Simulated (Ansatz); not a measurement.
**Iridium, fcc under PBE: convergence with the Gaussian smearing**

Aim: find which Gaussian smearing width is enough for energy and pressure. The geometry was relaxed under PBE beforehand and stays fixed; 7 values are run, from 0.01 to 1.0 eV. Wanted are the values from which on the energy stays within 10 and 1 meV/atom, and the pressure within 0.5 GPa, of the narrowest run. Within the series other settings stay, but some runs also write fields, which adds to their time. Spin polarisation is left out.

Method: DFT PBE, plane waves with PAW, scalar-relativistic, in Ansatz 0.2.0.

### 1 Starting point

The structure is cubic, space group Fm-3m (No. 225). Conventional cell: a = 3.872 Å, b = 3.872 Å, c = 3.872 Å, α = 90.00°, β = 90.00°, γ = 90.00°. Around Ir (site symmetry m-3m) lie 12 Ir at 2.74 Å.

Structure file:

```
CELL_PARAMETERS angstrom
0.00000 1.93606 1.93606
1.93606 0.00000 1.93606
1.93606 1.93606 0.00000
ATOMIC_POSITIONS crystal
Ir 0.00000 0.00000 0.00000
```

### 2 Run at 0.01 eV

The run at 0.01 eV.

Input file input.yaml:

```yaml
crystal:
  lattice:
    - [0.0, 1.9360622002, 1.9360622002]
    - [1.9360622002, 0.0, 1.9360622002]
    - [1.9360622002, 1.9360622002, 0.0]
  atoms:
    - { symbol: Ir, position: [0.0, 0.0, 0.0] }
hamiltonian:
  xc: pbe
  pseudopotentials:
    kind: paw
    azcp:
      Ir: "pseudopotentials/Ir.paw.azcp"
basis:
  ecutwfc: 420
  fft_grid_basis: typed
kpoints:
  mp_grid: { grid: [14, 14, 14], shift: [0, 0, 0] }
magnetization:
  spin_polarized: false
scf:
  occupations: { method: gaussian, width: 0.01 }
  lower_state_search: "off"
output:
  stress: true
```

On the command line:

```console
$ ansatz run input.yaml --threads 1 --pin off --max-ram 3584MiB --backend cpu --events-out ev --progress --plain --runs-dir out
```

The program printed, shortened:

```text
[...]
Pseudopotentials: kind: paw
Pseudopotential: Ir, paw, valence charge 17, recommended cutoff 420 eV (normal), <dir>
Functional definition: PBE
[...]
Crystal: 1 atoms, lattice volume = 14.514 Å³
Basis set: ecut = 420 eV, 283 PW (Γ)
Bands: 13, of which v1, the nominal top of the filled ones, is band 9 counted from 1 (8 counted from 0)
Symmetry: 48 space group operations
Space group: Fm-3m (ITA 225), of the structure as read, at distance tolerance 2.4e-5 Å
k-points: 104 of 2744
[...]
SCF iter   1: F=—  HF=-11935.296956 eV  |F-HF|=—  |Δ(HF+E_count)|=         —  Δρ=3.96e-3  dr2=2.87e-4  ethr=1.77e-3  ⟨swp⟩=6.0  Hψ=6955  notcnv=0
[...]
SCF iter   6: F=-11935.297972 eV  HF=-11935.297972 eV  |F-HF|=7.28e-11  |Δ(HF+E_count)|=   1.53e-8  Δρ=1.26e-6  dr2=1.57e-10  ethr=4.36e-10  ⟨swp⟩=2.4  Hψ=4337  notcnv=0
[...]
SCF converged after 6 iterations
Free energy (F): -11935.297972 eV
[...]
E sigma→0 (E₀):  -11935.297881 eV
Entropy (-TS):   -0.000183 eV (-0.183 meV/atom)
Fermi energy:    24.902945 eV
[...]
--- Stress (GPa, compression-positive) ---
       -0.219244      -0.000000      -0.000000
        0.000000      -0.219244      -0.000000
        0.000000       0.000000      -0.219244
  P = ⅓ Tr σ = -0.2192 GPa (-2.192 kbar)
```

It took 1.4 s on 1 thread of Intel Xeon Platinum 8259CL at 2.50GHz (Skylake/Cascade Lake), shared host; peak memory 0.45 GiB.

### 3 Run at 0.03 eV

The run at 0.03 eV.

Changes to input.yaml since step 2:

```diff
@@ -21,3 +21,3 @@
 scf:
-  occupations: { method: gaussian, width: 0.01 }
+  occupations: { method: gaussian, width: 0.03 }
   lower_state_search: "off"
```

On the command line:

```console
$ ansatz run input.yaml --threads 1 --pin off --max-ram 3584MiB --backend cpu --events-out ev --progress --plain --runs-dir out
```

The program printed, shortened:

```text
[...]
[... 3 set-up lines as earlier in the session ...]
[...]
Crystal: 1 atoms, lattice volume = 14.514 Å³
Basis set: ecut = 420 eV, 283 PW (Γ)
Bands: 13, of which v1, the nominal top of the filled ones, is band 9 counted from 1 (8 counted from 0)
[... 2 set-up lines as earlier in the session ...]
k-points: 104 of 2744
[...]
SCF iter   1: F=—  HF=-11935.297642 eV  |F-HF|=—  |Δ(HF+E_count)|=         —  Δρ=3.95e-3  dr2=2.85e-4  ethr=1.77e-3  ⟨swp⟩=5.5  Hψ=7016  notcnv=0
[...]
SCF iter   6: F=-11935.298605 eV  HF=-11935.298605 eV  |F-HF|=3.64e-12  |Δ(HF+E_count)|=   1.84e-8  Δρ=6.07e-7  dr2=2.39e-11  ethr=5.24e-10  ⟨swp⟩=2.5  Hψ=4421  notcnv=0
[...]
SCF converged after 6 iterations
Free energy (F): -11935.298605 eV
[...]
E sigma→0 (E₀):  -11935.297982 eV
Entropy (-TS):   -0.001245 eV (-1.245 meV/atom)
Fermi energy:    24.899546 eV
[...]
--- Stress (GPa, compression-positive) ---
       -0.228125      -0.000000       0.000000
       -0.000000      -0.228125      -0.000000
       -0.000000       0.000000      -0.228125
  P = ⅓ Tr σ = -0.2281 GPa (-2.281 kbar)
```

Run time: 1.3 s. Hardware: 1 thread of Intel Xeon Platinum 8259CL at 2.50GHz (Skylake/Cascade Lake), shared host; peak memory 0.47 GiB.

### 4 Run at 0.1 eV

The run at 0.1 eV.

Changes to input.yaml since step 3:

```diff
@@ -21,3 +21,3 @@
 scf:
-  occupations: { method: gaussian, width: 0.03 }
+  occupations: { method: gaussian, width: 0.1 }
   lower_state_search: "off"
```

On the command line:

```console
$ ansatz run input.yaml --threads 1 --pin off --max-ram 3584MiB --backend cpu --events-out ev --progress --plain --runs-dir out
```

The program printed, shortened:

```text
[...]
[... 3 set-up lines as earlier in the session ...]
[...]
Crystal: 1 atoms, lattice volume = 14.514 Å³
Basis set: ecut = 420 eV, 283 PW (Γ)
Bands: 13, of which v1, the nominal top of the filled ones, is band 9 counted from 1 (8 counted from 0)
[... 2 set-up lines as earlier in the session ...]
k-points: 104 of 2744
[...]
SCF iter   1: F=—  HF=-11935.301988 eV  |F-HF|=—  |Δ(HF+E_count)|=         —  Δρ=3.90e-3  dr2=2.82e-4  ethr=1.77e-3  ⟨swp⟩=5.0  Hψ=6759  notcnv=0
[...]
SCF iter   6: F=-11935.302952 eV  HF=-11935.302952 eV  |F-HF|=5.82e-11  |Δ(HF+E_count)|=   2.65e-8  Δρ=9.77e-7  dr2=9.23e-11  ethr=5.88e-10  ⟨swp⟩=4.0  Hψ=3949  notcnv=0
[...]
SCF converged after 6 iterations
Free energy (F): -11935.302952 eV
[...]
E sigma→0 (E₀):  -11935.298917 eV
Entropy (-TS):   -0.008071 eV (-8.071 meV/atom)
Fermi energy:    24.904766 eV
[...]
--- Stress (GPa, compression-positive) ---
       -0.200573       0.000000       0.000000
        0.000000      -0.200573       0.000000
        0.000000      -0.000000      -0.200573
  P = ⅓ Tr σ = -0.2006 GPa (-2.006 kbar)
```

Wall time 1.8 s (1 thread of Intel Xeon Platinum 8259CL at 2.50GHz (Skylake/Cascade Lake), shared host); peak memory 0.46 GiB.

### 5 Run at 0.2 eV

The run at 0.2 eV.

Changes to input.yaml since step 4:

```diff
@@ -21,3 +21,3 @@
 scf:
-  occupations: { method: gaussian, width: 0.1 }
+  occupations: { method: gaussian, width: 0.2 }
   lower_state_search: "off"
```

On the command line:

```console
$ ansatz run input.yaml --threads 1 --pin off --max-ram 3584MiB --backend cpu --events-out ev --progress --plain --runs-dir out
```

The program printed, shortened:

```text
[...]
[... 3 set-up lines as earlier in the session ...]
[...]
Crystal: 1 atoms, lattice volume = 14.514 Å³
Basis set: ecut = 420 eV, 283 PW (Γ)
Bands: 13, of which v1, the nominal top of the filled ones, is band 9 counted from 1 (8 counted from 0)
[... 2 set-up lines as earlier in the session ...]
k-points: 104 of 2744
[...]
SCF iter   1: F=—  HF=-11935.311957 eV  |F-HF|=—  |Δ(HF+E_count)|=         —  Δρ=3.90e-3  dr2=2.88e-4  ethr=1.77e-3  ⟨swp⟩=5.0  Hψ=6459  notcnv=0
[...]
SCF iter   6: F=-11935.312965 eV  HF=-11935.312965 eV  |F-HF|=2.31e-10  |Δ(HF+E_count)|=   3.23e-8  Δρ=1.66e-6  dr2=3.10e-10  ethr=5.88e-10  ⟨swp⟩=4.0  Hψ=3993  notcnv=0
[...]
SCF converged after 6 iterations
Free energy (F): -11935.312965 eV
[...]
E sigma→0 (E₀):  -11935.301238 eV
Entropy (-TS):   -0.023454 eV (-23.454 meV/atom)
Fermi energy:    24.927544 eV
[...]
--- Stress (GPa, compression-positive) ---
       -0.102481       0.000000       0.000000
       -0.000000      -0.102481      -0.000000
        0.000000       0.000000      -0.102481
  P = ⅓ Tr σ = -0.1025 GPa (-1.025 kbar)
```

Wall time 1.6 s (1 thread of Intel Xeon Platinum 8259CL at 2.50GHz (Skylake/Cascade Lake), shared host); peak memory 0.45 GiB.

### 6 Run at 0.3 eV

The run at 0.3 eV.

Changes to input.yaml since step 5:

```diff
@@ -21,3 +21,3 @@
 scf:
-  occupations: { method: gaussian, width: 0.2 }
+  occupations: { method: gaussian, width: 0.3 }
   lower_state_search: "off"
@@ -25 +25,5 @@
   stress: true
+  write_density: true
+  write_potential: true
+  elf: true
+  volumetric_format: npy
```

On the command line:

```console
$ ansatz run input.yaml --threads 1 --pin off --max-ram 3584MiB --backend cpu --events-out ev --progress --plain --runs-dir out
```

The program printed, shortened:

```text
[...]
[... 3 set-up lines as earlier in the session ...]
[...]
Crystal: 1 atoms, lattice volume = 14.514 Å³
Basis set: ecut = 420 eV, 283 PW (Γ)
Bands: 13, of which v1, the nominal top of the filled ones, is band 9 counted from 1 (8 counted from 0)
[... 2 set-up lines as earlier in the session ...]
k-points: 104 of 2744
[...]
SCF iter   1: F=—  HF=-11935.325526 eV  |F-HF|=—  |Δ(HF+E_count)|=         —  Δρ=3.91e-3  dr2=2.98e-4  ethr=1.77e-3  ⟨swp⟩=5.0  Hψ=6451  notcnv=0
[...]
SCF iter   6: F=-11935.326528 eV  HF=-11935.326528 eV  |F-HF|=2.47e-10  |Δ(HF+E_count)|=   3.41e-8  Δρ=1.73e-6  dr2=3.32e-10  ethr=5.88e-10  ⟨swp⟩=7.0  Hψ=6505  notcnv=0
[...]
SCF converged after 6 iterations
Free energy (F): -11935.326528 eV
[...]
E sigma→0 (E₀):  -11935.303083 eV
Entropy (-TS):   -0.046889 eV (-46.889 meV/atom)
Fermi energy:    24.952157 eV
[...]
--- Stress (GPa, compression-positive) ---
        0.087227      -0.000000      -0.000000
        0.000000       0.087227       0.000000
        0.000000       0.000000       0.087227
  P = ⅓ Tr σ = 0.0872 GPa (0.872 kbar)
--- Band table (eV; the first three rows and the last of 104) ---
  k-point 0: bands = ["-67.7899", "-24.2980", "-24.2980", "-24.2980", "14.1520", "21.2684", "21.2684", "21.2684", "23.8546", "23.8546", "38.6831", "44.0514", "44.0514"]
[...]
```

It took 2.5 s on 1 thread of Intel Xeon Platinum 8259CL at 2.50GHz (Skylake/Cascade Lake), shared host; peak memory 0.46 GiB.

### 7 Run at 0.6 eV

The run at 0.6 eV.

Changes to input.yaml since step 6:

```diff
@@ -21,3 +21,3 @@
 scf:
-  occupations: { method: gaussian, width: 0.3 }
+  occupations: { method: gaussian, width: 0.6 }
   lower_state_search: "off"
@@ -25,5 +25 @@
   stress: true
-  write_density: true
-  write_potential: true
-  elf: true
-  volumetric_format: npy
```

On the command line:

```console
$ ansatz run input.yaml --threads 1 --pin off --max-ram 3584MiB --backend cpu --events-out ev --progress --plain --runs-dir out
```

The program printed, shortened:

```text
[...]
[... 3 set-up lines as earlier in the session ...]
[...]
Crystal: 1 atoms, lattice volume = 14.514 Å³
Basis set: ecut = 420 eV, 283 PW (Γ)
Bands: 13, of which v1, the nominal top of the filled ones, is band 9 counted from 1 (8 counted from 0)
[... 2 set-up lines as earlier in the session ...]
k-points: 104 of 2744
[...]
SCF iter   1: F=—  HF=-11935.395743 eV  |F-HF|=—  |Δ(HF+E_count)|=         —  Δρ=4.26e-3  dr2=4.95e-4  ethr=1.77e-3  ⟨swp⟩=5.0  Hψ=6533  notcnv=0
[...]
SCF iter   6: F=-11935.396651 eV  HF=-11935.396651 eV  |F-HF|=6.73e-11  |Δ(HF+E_count)|=   1.49e-9  Δρ=1.06e-6  dr2=1.09e-10  ethr=5.62e-11  ⟨swp⟩=2.0  Hψ=4178  notcnv=0
[...]
SCF converged after 6 iterations
Free energy (F): -11935.396651 eV
[...]
E sigma→0 (E₀):  -11935.302826 eV
Entropy (-TS):   -0.187649 eV (-187.649 meV/atom)
Fermi energy:    24.964764 eV
[...]
--- Stress (GPa, compression-positive) ---
        1.475229      -0.000000       0.000000
        0.000000       1.475229      -0.000000
        0.000000      -0.000000       1.475229
  P = ⅓ Tr σ = 1.4752 GPa (14.752 kbar)
```

Run time: 1.3 s. Hardware: 1 thread of Intel Xeon Platinum 8259CL at 2.50GHz (Skylake/Cascade Lake), shared host; peak memory 0.46 GiB.

### 8 Run at 1.0 eV

The run at 1.0 eV.

Changes to input.yaml since step 7:

```diff
@@ -21,3 +21,3 @@
 scf:
-  occupations: { method: gaussian, width: 0.6 }
+  occupations: { method: gaussian, width: 1.0 }
   lower_state_search: "off"
```

On the command line:

```console
$ ansatz run input.yaml --threads 1 --pin off --max-ram 3584MiB --backend cpu --events-out ev --progress --plain --runs-dir out
```

The program printed, shortened:

```text
band count auto-derived: 14 (N_el = 17.0; filled up to band 9; 13 by the electrons, moments and atoms)
[...]
[... 3 set-up lines as earlier in the session ...]
[...]
Crystal: 1 atoms, lattice volume = 14.514 Å³
Basis set: ecut = 420 eV, 283 PW (Γ)
Bands: 14, of which v1, the nominal top of the filled ones, is band 9 counted from 1 (8 counted from 0)
[... 2 set-up lines as earlier in the session ...]
k-points: 104 of 2744
[...]
SCF iter   1: F=—  HF=-11935.562529 eV  |F-HF|=—  |Δ(HF+E_count)|=         —  Δρ=6.57e-3  dr2=1.98e-3  ethr=1.77e-3  ⟨swp⟩=5.0  Hψ=6907  notcnv=0
[...]
SCF iter   6: F=-11935.562979 eV  HF=-11935.562979 eV  |F-HF|=1.75e-10  |Δ(HF+E_count)|=   6.18e-9  Δρ=1.72e-6  dr2=2.91e-10  ethr=2.27e-11  ⟨swp⟩=1.6  Hψ=4418  notcnv=0
[...]
SCF converged after 6 iterations
Free energy (F): -11935.562979 eV
[...]
E sigma→0 (E₀):  -11935.304161 eV
Entropy (-TS):   -0.517635 eV (-517.635 meV/atom)
Fermi energy:    24.952020 eV
[...]
--- Stress (GPa, compression-positive) ---
        4.618999       0.000000       0.000000
        0.000000       4.618999       0.000000
        0.000000       0.000000       4.618999
  P = ⅓ Tr σ = 4.6190 GPa (46.190 kbar)
```

It took 1.5 s on 1 thread of Intel Xeon Platinum 8259CL at 2.50GHz (Skylake/Cascade Lake), shared host; peak memory 0.46 GiB.

### 9 All values side by side

Energies count from the run at 0.01 eV.

```csv
smearing (eV),F (meV/atom),E(σ → 0) (meV/atom),P (GPa),SCF cycles,CPU time
0.01,0.00,0.00,-0.22,6,1.4 s
0.03,-0.63,-0.10,-0.23,6,1.3 s
0.1,-4.98,-1.04,-0.20,6,1.8 s
0.2,-14.99,-3.36,-0.10,6,1.6 s
0.3,-28.56,-5.20,0.09,6,2.5 s
0.6,-98.68,-4.95,1.48,6,1.3 s
1.0,-265.01,-6.28,4.62,6,1.5 s
```

### 10 Outcome

| quantity | value |
| --- | --- |
| E(σ → 0) stays within 10 meV/atom of 0.01 eV | up to 1.0 eV |
| E(σ → 0) stays within 1 meV/atom | up to 0.03 eV |
| pressure stays within 0.5 GPa | up to 0.3 eV |
| pressure at 0.01 eV | -0.22 GPa |
| energy of a separate run on a finer mesh (23×23×23) | -13.6 meV/atom from 0.01 eV |

At 1.0 eV the energy differs by -6.3 meV/atom and the pressure by +4.8 GPa. The free energy F moves by -265.0 meV/atom over the range, and the estimate for σ → 0 by -6.3. In theory F falls as the square of the width under this scheme, but here the ratio is not steady: the mesh at narrow widths, or a density of states that varies over the wide ones, can both cause that. The mesh (14×14×14) is fixed, so the narrowest widths carry a k-point error of their own. The yardstick itself is unsettled by 13.6 meV/atom against the finer mesh, so the thresholds above hold only within this series, and wider smearing, which averages over more states, can land nearer the fine-mesh value than the narrowest does.
